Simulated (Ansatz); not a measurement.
# Mn: from a first guess to the relaxed sc type

First guess:

```yaml
crystal:
  lattice:
    - [2.38793, 0.00000, 0.00000]
    - [0.00000, 2.38793, 0.00000]
    - [0.00000, 0.00000, 2.38793]
  atoms:
    - { symbol: Mn, position: [0.00000, 0.00000, 0.00000] }
```

These are results of Ansatz 0.2.0, DFT, PBE, PAW with Ansatz's default frozen-core files, scalar-relativistic, not measurements.

Cell and atoms relax within the symmetry of the start on a 14×14×14 k mesh with 0.05 eV Fermi–Dirac smearing, from parallel moments.

The start is built from a prototype, known or not as a phase of this compound; the cutoff is 420 eV.

The magnetic state is the one reached from parallel moments; other orders may lie lower.

**Question.** What is the pressure of the first guess?

**Answer.** -12.52 GPa.

**Question.** What does it relax to?

**Answer.** a = 2.288 Å, b = 2.288 Å, c = 2.288 Å, α = 90.00°, β = 90.00°, γ = 90.00° (conventional cell), 11.97 Å³ per atom:
```cif
data_structure
_symmetry_space_group_name_H-M 'Pm-3m'
_symmetry_Int_Tables_number 221
_cell_length_a 2.2877
_cell_length_b 2.2877
_cell_length_c 2.2877
_cell_angle_alpha 90.000
_cell_angle_beta 90.000
_cell_angle_gamma 90.000
_cell_volume 11.97
loop_
_atom_site_label
_atom_site_type_symbol
_atom_site_symmetry_multiplicity
_atom_site_Wyckoff_symbol
_atom_site_fract_x
_atom_site_fract_y
_atom_site_fract_z
_atom_site_occupancy
Mn1 Mn 1 a 0.00000 0.00000 0.00000 1
```

**Question.** How much energy does the relaxation release?

**Answer.** 107 meV/atom.

**Question.** What moment does the relaxed primitive cell (1 atom) carry?

**Answer.** -0.47 μB.
